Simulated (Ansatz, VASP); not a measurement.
**Two plane-wave programs on BN**

Contents of INCAR:

```
PREC = Accurate
ENCUT = 520
EDIFF = 1E-6
ISMEAR = 0
SIGMA = 0.05
LREAL = False
LASPH = True
NELM = 60
ALGO = Normal
ISIF = 2
LWAVE = False
LCHARG = False
GGA = PE
NBANDS = 16
```

KPOINTS

```
regular mesh
0
Gamma
  12 12 4
```

Contents of POSCAR:

```
BN
1.0
    2.5121751215      0.0000000000      0.0000000000
   -1.2560875608      2.1756074740      0.0000000000
    0.0000000000      0.0000000000      8.3436910039
B N
2 2
Direct
    0.4665272809      0.7641714036      0.2500000000
    0.6666666667      0.3333333333      0.7500000000
    0.3333333333      0.6666666667      0.7500000000
    0.6666666667      0.3333333333      0.2500000000
```

Input for Ansatz:

```yaml
crystal:
  lattice:
    - [2.5121751215, 0.0, 0.0]
    - [-1.2560875608, 2.175607474, 0.0]
    - [0.0, 0.0, 8.3436910039]
  atoms:
    - { symbol: B, position: [0.4665272809, 0.7641714036, 0.25] }
    - { symbol: B, position: [0.6666666667, 0.3333333333, 0.75] }
    - { symbol: "N", position: [0.3333333333, 0.6666666667, 0.75] }
    - { symbol: "N", position: [0.6666666667, 0.3333333333, 0.25] }
basis:
  ecutwfc: 420
kpoints:
  mp_grid: { grid: [12, 12, 4] }
hamiltonian:
  xc: pbe
scf:
  occupations: { method: gaussian, width: 0.05 }
output:
  forces: true
  stress: true
  eigenvalues: true
```

Alike in both runs: task single point; functional PBE; k mesh 12 × 12 × 4; occupations gaussian, width 0.05 eV; no spin polarisation.

|  | VASP | Ansatz |
| --- | --- | --- |
| version | VASP 6.6.1 | Ansatz 0.2.0 |
| potentials or method | VASP PAW PBE potentials, release 64 (B, N) | scalar-relativistic, plane waves, PAW |
| plane-wave cutoff (eV) | 520 | 420 |
| valence electrons in the cell | 16 | 16 |

VASP gave:

- gap on the k mesh at the Fermi level (eV): 2.07
- least direct gap on the mesh (eV): 2.74
- pressure (GPa): 10.5
- largest component of the traceless stress (GPa): 16.38
- rms of the force components (eV/Å): 3.775

Question: Which values does Ansatz return?

Answer: gap on the k mesh at the Fermi level (eV): 2.08; least direct gap on the mesh (eV): 2.75; pressure (GPa): 10.6; largest component of the traceless stress (GPa): 16.36; rms of the force components (eV/Å): 3.780.

Atom by atom the forces differ by 0.010 eV/Å (rms over components). With one functional, cell and mesh, what is left measures potentials, basis and numerics.

Caveats: this functional lacks dispersion, which binds the layers, so the pressure and a relaxed spacing across them are unreliable; forces of over 1 eV/Å show positions far from the minimum, so gaps and moduli don't describe the material at rest. A k mesh can miss the band edges.
